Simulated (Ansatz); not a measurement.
Runs of Ansatz 0.2.0 on Ti2C. It takes space group R-3m (No. 166, trigonal). The conventional cell has a = 3.081 Å, b = 3.081 Å, c = 14.441 Å, α = 90.00°, β = 90.00°, γ = 120.00°. Around Ti (site symmetry 3m) lie 3 C at 2.11 Å. Around C (site symmetry -3m) lie 6 Ti at 2.11 Å. The cell comes from a database or a generator and needn't be the stable form of this composition.

| task | level | potentials or basis | U | cell | k mesh | cutoff (eV) | points for each segment of the path | hubbard projectors | double counting | gap on the mesh (eV) | pressure (GPa) | V0 of scaled cells (Å³/atom) | relaxed volume (Å³/atom) | B0 (GPa) | largest force (eV/Å) |
| --- | --- | --- | --- | --- | --- | --- | --- | --- | --- | --- | --- | --- | --- | --- | --- |
| single point | PBE0 | Ansatz PAW | - | as given | 8 × 8 × 8 | 420 | - | - | - | none | - | - | - | - | 0.38 |
| band structure | r2SCAN | Ansatz PAW | - | as given | 10 × 10 × 10 | 500 | 14 | - | - | none | -0.4 | - | - | - | 0.07 |
| equation of state | r2SCAN | Ansatz PAW | - | as given | 10 × 10 × 10 | 500 | - | - | - | - | - | 13.16 | - | 192 | - |
| band structure | LDA | Ansatz PAW | - | as given | 10 × 10 × 10 | 420 | 14 | - | - | none | -9.3 | - | - | - | 0.38 |
| density of states | PBEsol | Ansatz PAW | - | as given | 8 × 8 × 8 | 420 | - | - | - | none | (a) | - | - | - | 0.18 |
| relaxation of cell and atoms | PBEsol | Ansatz PAW | - | relaxed | 10 × 10 × 10 | 420 | - | - | - | none | 0.0 | - | 12.84 | - | - |
| relaxation of cell and atoms | PBEsol+U | Ansatz PAW | Ti d U = 2 eV | relaxed | 10 × 10 × 10 | 420 | - | ortho-atomic (the default) | fll (the default) | none | 0.0 | - | 13.03 | - | - |
| band structure | PBEsol | JTH PAW | - | as given | 10 × 10 × 10 | 1230 | 14 | - | - | none | -4.1 | - | - | - | (c) |
| equation of state | LDA | Ansatz PAW | - | as given | 10 × 10 × 10 | 420 | - | - | - | - | - | 12.56 | - | 207 | - |
| equation of state | PBEsol | Ansatz PAW | - | as given | 10 × 10 × 10 | 420 | - | - | - | - | - | (b) | - | 196 | - |
| relaxation of cell and atoms | PBEsol+U | Ansatz PAW | Ti d U = 5 eV | relaxed | 10 × 10 × 10 | 420 | - | ortho-atomic (the default) | fll (the default) | none | 0.0 | - | 13.34 | - | - |
| band structure | PBEsol | Ansatz PAW earlier set | - | as given | 10 × 10 × 10 | 820 | 14 | - | - | none | -4.6 | - | - | - | (d) |

Alike in all rows: no spin polarisation; smearing fermi-dirac 0.05 eV.

**Question.** Fill in the values left out.

**Answer.** (a) -4.7; (b) 12.87; (c) 0.15; (d) 0.19.

Caveats: the PAW data sets come from PBE, with cores solved anew for the run's functional, which leaves a small shift of forces and pressure (some runs); the cell was scaled at fixed shape and fractional positions, which overstates the stiffness of a crystal with free parameters, most of all of layers and chains (some runs); the plane-wave basis is chosen anew once the cell has moved, so the energies of steps on either side of that aren't comparable (some runs); U without spin polarisation on a metal has little footing (some runs); the U is typed as a test and isn't derived for this compound (some runs); the density of states is complete only up to the lowest level of the last band computed (some runs).

A k mesh can miss the band edges.

A gap of «none» marks a metal or a gap under the smearing width.

Not every run made on this cell is shown here.
